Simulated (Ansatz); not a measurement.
Runs of Ansatz 0.2.0 on HgTe. The structure is cubic, space group Fm-3m (No. 225). Conventional cell: a = 6.360 Å, b = 6.360 Å, c = 6.360 Å, α = 90.00°, β = 90.00°, γ = 90.00°. Hg (site symmetry m-3m) is surrounded by 6 Te at 3.18 Å. Around Te (site symmetry m-3m) lie 6 Hg at 3.18 Å. Measurements of this composition are mostly on another form, of space group No. 216.

```tsv
task	level	cell	k mesh	smearing	points for each segment of the path	gap on the mesh (eV)	pressure (GPa)	relaxed volume (Å³/atom)
relaxation of cell and atoms	PBEsol	relaxed	7 × 7 × 7	fermi-dirac 0.05 eV	-	none	0.0	(a)
band structure	PBEsol	as given	7 × 7 × 7	fermi-dirac 0.05 eV	14	none	-6.5	-
phonons	PBEsol	as given	5 × 5 × 5	fermi-dirac 0.05 eV	-	none	-	-
single point	PBE	as given	7 × 7 × 7	gaussian 0.011 eV	-	none	-3.8	-
relaxation of cell and atoms	PBE	relaxed	7 × 7 × 7	fermi-dirac 0.05 eV	-	none	0.0	28.91
```

Alike in all rows: potentials or basis Ansatz PAW; no spin polarisation; cutoff (eV) 420.

Task: Fill in the values left out.

Result: (a) 27.03.

Caveats: the PAW data sets come from PBE, with cores solved anew for the run's functional, which leaves a small shift of forces and pressure (some runs); the plane-wave basis is chosen anew once the cell has moved, so the energies of steps on either side of that aren't comparable (some runs); the volume moved by over 15 % at a fixed basis, so the end points are rough (some runs); the volume moved by -16 % from the deposited cell, more than functionals usually miss (some runs); spin-orbit coupling is left out, which moves the levels of the heavy elements (some runs); the volume moved by -10 % from the deposited cell, more than functionals usually miss (some runs).

A k mesh can miss the band edges, and the runs leave out spin-orbit coupling on Hg, Te.

A gap of «none» marks a metal or a gap under the smearing width.
